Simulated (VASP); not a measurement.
# GaSb (F-43m) in VASP: a series of runs, part 2 of 2

VASP 6.6.1. Earlier steps stand in the parts before.

## Step 4: Single point, RPBE

This run uses another cell than the first one, of 27.48 Å³/atom, 1.021 times its volume.

File INCAR:

```
  ALGO = Normal
  EDIFF = 1E-6
  ENCUT = 520
  GGA = RP
  ISIF = 2
  ISMEAR = -1
  LASPH = T
  LCHARG = F
  LREAL = F
  LWAVE = F
  NBANDS = 16
  NELM = 100
  PREC = Accurate
  SIGMA = 0.05
```

File KPOINTS:

```
k-points
0
Gamma
  8 8 8
```

File POSCAR:

```
GaSb
1.0
    0.0000000000      3.0176570942      3.0176570942
    3.0176570942      0.0000000000      3.0176570942
    3.0176570942      3.0176570942      0.0000000000
Sb Ga
1 1
Direct
    0.7500000000      0.7500000000      0.7500000000
    0.0000000000      0.0000000000      0.0000000000
```

Potentials or basis: VASP PAW PBE potentials, release 64 (Sb, Ga_d).

Started as:

```bash
cat potpaw_PBE.64/Sb/POTCAR potpaw_PBE.64/Ga_d/POTCAR > POTCAR
mpirun -np 1 vasp_std > vasp.out
```

OUTCAR:

```text
EDIFF = 1E-6
   ENCUT = 520
   GGA = RP
   ISIF = 2
   ISMEAR = -1
   LASPH = T
   LREAL = F
   NELM = 100
   PREC = Accurate

 ion  position               nearest neighbor table
   1  0.750  0.750  0.750-   2 2.61   2 2.61   2 2.61   2 2.61
   2  0.000  0.000  0.000-   1 2.61   1 2.61   1 2.61   1 2.61

  LATTYP: Found a face centered cubic cell.
 ALAT       =     6.0353141884

  Lattice vectors:

 A1 = (   0.0000000000,   3.0176570942,   3.0176570942)
 A2 = (   3.0176570942,   0.0000000000,   3.0176570942)
 A3 = (   3.0176570942,   3.0176570942,   0.0000000000)

Analysis of symmetry for initial positions (statically):
=====================================================================
 Subroutine PRICEL returns:
 Original cell was already a primitive cell.

 Routine SETGRP: Setting up the symmetry group for a
 face centered cubic supercell.

 Subroutine GETGRP returns: Found 24 space group operations
 (whereof 24 operations were pure point group operations)
 out of a pool of 48 trial point group operations.

[... 152 lines left out ...]

 Free energy of the ion-electron system (eV)
  ---------------------------------------------------
  ext. energy  EPLUGINS =         0.00000000
  ---------------------------------------------------
  free energy    TOTEN  =        -6.57663108 eV

  energy without entropy =       -6.57656961  energy(sigma->0) =       -6.57660035

 E-fermi :   5.6427     XC(G=0):  -9.1079

 val. band max:        5.4068068456   @ k =   0.0000   0.0000   0.0000
 cond. band min:       5.8349451657   @ k =   0.0000   0.0000   0.0000
 fundamental gap:      0.4281383201
 Fermi energy:         5.6427254954

 k-point     1 :       0.0000    0.0000    0.0000
  band No.  band energies     occupation
      1      -9.7176      2.00000
      2      -9.7176      2.00000
      3      -9.7176      2.00000
      4      -9.6615      2.00000
      5      -9.6615      2.00000
      6      -6.3289      2.00000
[... 433 lines left out ...]
      3      -9.6983      2.00000
      4      -9.6651      2.00000
      5      -9.6614      2.00000
      6      -4.2258      2.00000
[... 8 lines left out ...]
     15      15.2284      0.00000
     16      15.8088      0.00000

 [... further k-points ...]
[... 5 lines left out ...]
  --------------------------------------------------------------------------------------
  -------------------------------------------------------------------------------------
  Total        2.2490032      2.2490032      2.2490032     -0.0000000     -0.0000000     -0.0000000
  in kB       65.5633298     65.5633298     65.5633298     -0.0000000     -0.0000000     -0.0000000
  external PRESSURE =      65.5633298 kB  Pullay stress =       0.0000000 kB

 VOLUME and BASIS-vectors are now :
 -----------------------------------------------------------------------------
  energy-cutoff  :      520.00
  volume of cell :       54.96
      direct lattice vectors                 reciprocal lattice vectors
     0.000000000  3.017657094  3.017657094    -0.165691457  0.165691457  0.165691457
     3.017657094  0.000000000  3.017657094     0.165691457 -0.165691457  0.165691457
     3.017657094  3.017657094  0.000000000     0.165691457  0.165691457 -0.165691457

 POSITION                                       TOTAL-FORCE (eV/Angst)
 -----------------------------------------------------------------------------------
      4.52649      4.52649      4.52649        -0.000000     -0.000000     -0.000000
      0.00000      0.00000      0.00000         0.000000      0.000000      0.000000
 -----------------------------------------------------------------------------------
    total drift:                               -0.000002     -0.000002     -0.000002

  FREE ENERGIE OF THE ION-ELECTRON SYSTEM (eV)
  ---------------------------------------------------
  free  energy   TOTEN  =        -6.5766310766 eV

  energy  without entropy=       -6.5765696136  energy(sigma->0) =       -6.57660035
```

OSZICAR:

```text
N       E                     dE             d eps       ncg     rms          rms(c)
DAV:   1     0.844456735431E+02    0.84446E+02   -0.86270E+03   944   0.142E+03
DAV:   2    -0.852728085306E-01   -0.84531E+02   -0.81237E+02  1104   0.306E+02
DAV:   3    -0.648177061961E+01   -0.63965E+01   -0.63795E+01  1080   0.652E+01
DAV:   4    -0.659713548753E+01   -0.11536E+00   -0.11535E+00  1264   0.974E+00
DAV:   5    -0.659970061074E+01   -0.25651E-02   -0.25651E-02  1088   0.130E+00    0.343E+00
DAV:   6    -0.657469390300E+01    0.25007E-01   -0.55622E-02  1424   0.372E+00    0.211E+00
DAV:   7    -0.657299992910E+01    0.16940E-02   -0.42014E-02  1040   0.169E+00    0.356E-01
DAV:   8    -0.657545905685E+01   -0.24591E-02   -0.50873E-03  1136   0.794E-01    0.907E-02
DAV:   9    -0.657649916531E+01   -0.10401E-02   -0.14884E-03  1072   0.245E-01    0.392E-02
DAV:  10    -0.657657693077E+01   -0.77765E-04   -0.86708E-05  1200   0.570E-02    0.103E-02
DAV:  11    -0.657662796558E+01   -0.51035E-04   -0.94526E-05  1016   0.613E-02    0.763E-03
DAV:  12    -0.657663112515E+01   -0.31596E-05   -0.71604E-06  1216   0.177E-02    0.110E-03
DAV:  13    -0.657663107660E+01    0.48547E-07   -0.15067E-07   816   0.257E-03
   1 F= -.65766311E+01 E0= -.65766003E+01  d E =-.614630E-04
```

Run time: 9.7 s. Hardware: 1 thread of Intel Xeon Platinum 8559C (Emerald Rapids), shared host; peak memory 0.18 GiB.

What came out:

| Item | Value |
| --- | --- |
| Free energy | -6.5766 eV |
| Pressure | 6.6 GPa |
| Band gap on the k mesh | 0.43 eV, direct |

Caveat: the PAW data sets were made with another functional, which shifts forces and pressure a little; spin-orbit coupling is left out, which moves the levels of the heavy elements. A k mesh can miss the band edges.

## Step 5: Single point, revPBE+D3(BJ)

This run uses another cell than the first one, of 27.48 Å³/atom, 1.021 times its volume.

File INCAR:

```
PREC = Accurate ; ENCUT = 520
EDIFF = 1E-6 ; ISMEAR = -1
SIGMA = 0.05 ; LREAL = False
LASPH = True ; NELM = 80
ALGO = Normal ; ISIF = 2
LWAVE = False ; LCHARG = True
GGA = RE ; IVDW = 12
LELF = True ; LVHAR = True
NBANDS = 16
```

File KPOINTS:

```
Automatic mesh
0
Gamma
  8 8 8
```

POSCAR is that of step 4.

Started as:

```bash
cat potpaw_PBE.64/Sb/POTCAR potpaw_PBE.64/Ga_d/POTCAR > POTCAR
mpirun -np 1 vasp_std > vasp.out
```

It took 10 s on 1 thread of Intel Xeon Platinum 8559C (Emerald Rapids), shared host; peak memory 0.19 GiB.

It converged, with:

- Free energy: -8.0025 eV
- Pressure: 1.9 GPa
- Band gap on the k mesh: 0.40 eV, direct
- Dispersion energy per atom: -0.656 eV

Levels at points of the mesh, in eV from the valence-band top:
```tsv
k point	band 7	band 8	band 9	band 10	band 11	band 12
(0.00, 0.00, 0.00)	0.00	0.00	0.00	0.40	2.77	2.77
(0.50, 0.00, 0.00)	-6.55	-1.22	-1.22	0.55	3.76	3.76
(0.50, 0.50, 0.00)	-6.98	-2.72	-2.72	0.91	1.24	8.98
```

Caveat: the PAW data sets were made with another functional, which shifts forces and pressure a little; spin-orbit coupling is left out, which moves the levels of the heavy elements.

## Step 6: Single point, BLYP+D4

This run uses another cell than the first one, of 27.48 Å³/atom, 1.021 times its volume.

File INCAR:

```
SYSTEM = GaSb
PREC     = Accurate       ! precision mode
ENCUT    = 520            ! plane-wave cutoff, eV
EDIFF    = 1E-6           ! SCF threshold, eV
ISMEAR   = -1             ! smearing method
SIGMA    = 0.05           ! smearing width, eV
LREAL    = .FALSE.        ! projectors in reciprocal space
LASPH    = .TRUE.         ! aspherical terms in the spheres
NELM     = 80             ! most SCF steps
ALGO     = Normal         ! electronic algorithm
ISIF     = 2              ! what is computed and relaxed
LWAVE    = .FALSE.        ! write WAVECAR
LCHARG   = .FALSE.        ! write CHGCAR
GGA      = B5             ! functional
ALDAX    = 1.0          
AGGAX    = 1.0          
AGGAC    = 1.0          
ALDAC    = 0.0          
IVDW     = 13             ! dispersion correction
VDW_S6   = 1.0          
VDW_S8   = 2.34076671   
VDW_A1   = 0.44488865   
VDW_A2   = 4.0933009    
NBANDS   = 16             ! bands
```

File KPOINTS:

```
Automatic mesh
0
G
  8 8 8
  0 0 0
```

POSCAR is that of step 5.

Potentials or basis: VASP PAW PBE potentials, release 64 (Sb, Ga_d).

Started as:

```bash
cat potpaw_PBE.64/Sb/POTCAR potpaw_PBE.64/Ga_d/POTCAR > POTCAR
mpirun -np 1 vasp_std > vasp.out
```

OUTCAR:

```text
SYSTEM = GaSb
   PREC = Accurate
   ENCUT = 520
   EDIFF = 1E-6
   ISMEAR = -1
   LREAL = .FALSE.
   LASPH = .TRUE.
   NELM = 80
   ISIF = 2
   GGA = B5
   IVDW = 13

 ion  position               nearest neighbor table
   1  0.750  0.750  0.750-   2 2.61   2 2.61   2 2.61   2 2.61
   2  0.000  0.000  0.000-   1 2.61   1 2.61   1 2.61   1 2.61

  LATTYP: Found a face centered cubic cell.
 ALAT       =     6.0353141884

  Lattice vectors:

 A1 = (   0.0000000000,   3.0176570942,   3.0176570942)
 A2 = (   3.0176570942,   0.0000000000,   3.0176570942)
 A3 = (   3.0176570942,   3.0176570942,   0.0000000000)

Analysis of symmetry for initial positions (statically):
=====================================================================
 Subroutine PRICEL returns:
 Original cell was already a primitive cell.

 Routine SETGRP: Setting up the symmetry group for a
 face centered cubic supercell.

 Subroutine GETGRP returns: Found 24 space group operations
 (whereof 24 operations were pure point group operations)
 out of a pool of 48 trial point group operations.

The static configuration has the point symmetry T_d .

Analysis of symmetry for dynamics (positions and initial velocities):
=====================================================================
 Subroutine PRICEL returns:
 Original cell was already a primitive cell.

 Routine SETGRP: Setting up the symmetry group for a
 face centered cubic supercell.

 Subroutine GETGRP returns: Found 24 space group operations
 (whereof 24 operations were pure point group operations)
 out of a pool of 48 trial point group operations.

The dynamic configuration has the point symmetry T_d .

 Subroutine INISYM returns: Found 24 space group operations
 (whereof 24 operations are pure point group operations),
 and found     1 'primitive' translations

----------------------------------------------------------------------------------------

                                     Primitive cell

  volume of cell :      54.9591
[... 108 lines left out ...]
     AMIX     =   0.40;   BMIX     =  1.00
     AMIX_MAG =   1.60;   BMIX_MAG =  1.00
  volume/ion in A,a.u.               =      27.48       185.44
  Fermi-wavevector in a.u.,A,eV,Ry     =   1.128459  2.132478 17.325927  1.273420
  Thomas-Fermi vector in A             =   2.265149
   LORBIT       =      0    0 simple, 1 ext, 2 COOP (PROOUT), +10 PAW based schemes
   GGA     = B5    functional components
   LHFCALC =     F    Hartree Fock is set to
   AEXX    =    0.0000 exact exchange contribution
   IVDW    =    13    specifies the selected vdW correction
   LEPSILON=     F    determine dielectric tensor
   LRPA    =     F    only Hartree local field effects (RPA)
 non-spin polarized calculation
  energy-cutoff  :      520.00
  volume of cell :       54.96
 maximum number of plane-waves:      1494
   NGX = 15   NGY = 15   NGZ = 15

 number of electron      17.9999993 magnetization

 Free energy of the ion-electron system (eV)
  ---------------------------------------------------
  ext. energy  EPLUGINS =         0.00000000
  ---------------------------------------------------
  free energy    TOTEN  =        -5.91221401 eV

  energy without entropy =       -5.91192672  energy(sigma->0) =       -5.91207037

 E-fermi :   5.8601     XC(G=0):  -8.6886

 val. band max:        5.7363190999   @ k =   0.0000   0.0000   0.0000
 cond. band min:       5.9186340963   @ k =   0.0000   0.0000   0.0000
 fundamental gap:      0.1823149964
 Fermi energy:         5.8601164370

 k-point     1 :       0.0000    0.0000    0.0000
  band No.  band energies     occupation
      1      -9.4570      2.00000
      2      -9.4570      2.00000
      3      -9.4570      2.00000
      4      -9.4002      2.00000
      5      -9.4002      2.00000
      6      -6.0407      2.00000
[... 433 lines left out ...]
      3      -9.4377      2.00000
      4      -9.4038      2.00000
      5      -9.4001      2.00000
      6      -3.9557      2.00000
[... 8 lines left out ...]
     15      15.6806      0.00000
     16      16.2097      0.00000

 [... further k-points ...]

------------------------ aborting loop because EDIFF is reached ----------------------------------------

  DFT-D4 for vdW energy calculation

  Edisp (eV):   -1.66320

  FORCE on cell =-STRESS in cart. coord.  units (eV):
  Direction    XX          YY          ZZ          XY          YZ          ZX
  --------------------------------------------------------------------------------------
  -------------------------------------------------------------------------------------
  Total       1.00302     1.00302     1.00302     0.00000     0.00000     0.00000
  in kB      29.24007    29.24007    29.24007     0.00000     0.00000     0.00000
  external pressure =       29.24 kB  Pullay stress =        0.00 kB

 VOLUME and BASIS-vectors are now :
 -----------------------------------------------------------------------------
  energy-cutoff  :      520.00
  volume of cell :       54.96
      direct lattice vectors                 reciprocal lattice vectors
     0.000000000  3.017657094  3.017657094    -0.165691457  0.165691457  0.165691457
     3.017657094  0.000000000  3.017657094     0.165691457 -0.165691457  0.165691457
     3.017657094  3.017657094  0.000000000     0.165691457  0.165691457 -0.165691457

 POSITION                                       TOTAL-FORCE (eV/Angst)
 -----------------------------------------------------------------------------------
      4.52649      4.52649      4.52649         0.000000      0.000000     -0.000000
      0.00000      0.00000      0.00000        -0.000000     -0.000000      0.000000
 -----------------------------------------------------------------------------------
    total drift:                               -0.000001     -0.000001     -0.000002

  FREE ENERGIE OF THE ION-ELECTRON SYSTEM (eV)
  ---------------------------------------------------
  free  energy   TOTEN  =        -7.5754173820 eV

  energy  without entropy=       -7.5751300842  energy(sigma->0) =       -7.57527373
```

OSZICAR:

```text
N       E                     dE             d eps       ncg     rms          rms(c)
DAV:   1     0.864186109494E+02    0.86419E+02   -0.86416E+03   944   0.142E+03
DAV:   2     0.776178563214E+00   -0.85642E+02   -0.82391E+02  1096   0.308E+02
DAV:   3    -0.588349993824E+01   -0.66597E+01   -0.66420E+01  1072   0.669E+01
DAV:   4    -0.600626126368E+01   -0.12276E+00   -0.12275E+00  1256   0.101E+01
DAV:   5    -0.600904002011E+01   -0.27788E-02   -0.27787E-02  1144   0.135E+00    0.329E+00
DAV:   6    -0.593623886947E+01    0.72801E-01   -0.83174E-02  1336   0.433E+00    0.197E+00
DAV:   7    -0.591133666156E+01    0.24902E-01   -0.63540E-02  1032   0.185E+00    0.364E-01
DAV:   8    -0.591190983530E+01   -0.57317E-03   -0.54759E-03  1224   0.819E-01    0.115E-01
DAV:   9    -0.591219742332E+01   -0.28759E-03   -0.58897E-04  1048   0.222E-01    0.339E-02
DAV:  10    -0.591220178214E+01   -0.43588E-05   -0.25591E-05  1280   0.368E-02    0.136E-02
DAV:  11    -0.591221394055E+01   -0.12158E-04   -0.12337E-05  1000   0.300E-02    0.647E-03
DAV:  12    -0.591221401441E+01   -0.73857E-07   -0.31181E-07  1016   0.584E-03
   1 F= -.75754174E+01 E0= -.75752737E+01  d E =-.287298E-03
```

stdout:

```text
POSCAR found type information on POSCAR SbGa
 POSCAR found :  2 types and       2 ions
 scaLAPACK will be used
 -----------------------------------------------------------------------------
|                                                                             |
|                                                                             |
|     You enforced a specific xc type in the INCAR file but a different       |
|     I HOPE YOU KNOW WHAT YOU ARE DOING!                                     |
|                                                                             |
 -----------------------------------------------------------------------------

 LDA part: xc-table for (Slater(with rela. corr.)+VWN5), standard interpolation
 POSCAR, INCAR and KPOINTS ok, starting setup
 FFT: planning ... GRIDC
 FFT: planning ... GRID_SOFT
 FFT: planning ... GRID
 WAVECAR not read
 entering main loop
```

It took 18 s on 1 thread of Intel Xeon Platinum 8559C (Emerald Rapids), shared host; peak memory 0.18 GiB.

What came out:

* Free energy: -7.5754 eV
* Pressure: 2.9 GPa
* Band gap on the k mesh: 0.18 eV, direct
* Dispersion energy per atom: -0.832 eV

Levels at points of the mesh, in eV from the valence-band top:
```csv
k point,band 6,band 7,band 8,band 9,band 10,band 11,band 12,band 13
"(0.00, 0.00, 0.00)",-11.78,0.00,0.00,0.00,0.18,2.79,2.79,2.79
"(0.50, 0.00, 0.00)",-10.07,-6.57,-1.22,-1.22,0.48,3.82,3.82,6.67
"(0.50, 0.50, 0.00)",-9.18,-7.04,-2.69,-2.69,0.95,1.33,8.89,8.89
```

Caveat: the PAW data sets were made with another functional, which shifts forces and pressure a little; spin-orbit coupling is left out, which moves the levels of the heavy elements.

## Step 7: Summary

```tsv
level	cell	gap on the mesh (eV)	pressure (GPa)
BLYP+D4	a = 4.238 Å, angles 60.0°, 2 atoms	0.34	4.3
PBEsol+D4	a = 4.286 Å, angles 60.0°, 2 atoms	0.19	0.1
RPBE	a = 4.268 Å, angles 60.0°, 2 atoms	0.43	6.6
revPBE+D3(BJ)	a = 4.268 Å, angles 60.0°, 2 atoms	0.40	1.9
BLYP+D4	a = 4.268 Å, angles 60.0°, 2 atoms	0.18	2.9
```

Alike in all rows: task single point; potentials or basis VASP PAW PBE potentials, release 64 (Sb, Ga_d); no spin polarisation; k mesh 8 × 8 × 8; cutoff (eV) 520; smearing fermi-dirac 0.05 eV.

Caveats: the PAW data sets were made with another functional, which shifts forces and pressure a little; spin-orbit coupling is left out, which moves the levels of the heavy elements.

Total energies depend on the potentials used, so only differences within one code and one set of settings carry meaning.

## Step 8: How close it comes

Step 3. Measured gap of GaSb: 0.811 eV (direct; 4.2 K; a printed reference work, data compilation). This calculation gives 0.19 eV (-0.62 eV). Spin-orbit coupling on Ga, Sb is left out. The value is that of PBEsol+D4 on a finite k mesh, which can miss the band edges, without temperature or zero-point motion. Semilocal functionals fall short of measured gaps as a rule.

Step 5. Measured gap of GaSb: 0.811 eV (direct; 4.2 K; a printed reference work, data compilation). This calculation gives 0.40 eV (-0.41 eV). Spin-orbit coupling on Ga, Sb is left out. The value is that of revPBE+D3(BJ) on a finite k mesh, which can miss the band edges, without temperature or zero-point motion. Semilocal functionals fall short of measured gaps as a rule.

Step 6. Against the measured gap of GaSb, 0.811 eV (direct; 4.2 K; a printed reference work, data compilation), the calculated 0.18 eV is off by -0.63 eV. Spin-orbit coupling on Ga, Sb is left out. The value is that of BLYP+D4 on a finite k mesh, which can miss the band edges, without temperature or zero-point motion. Semilocal functionals fall short of measured gaps as a rule.
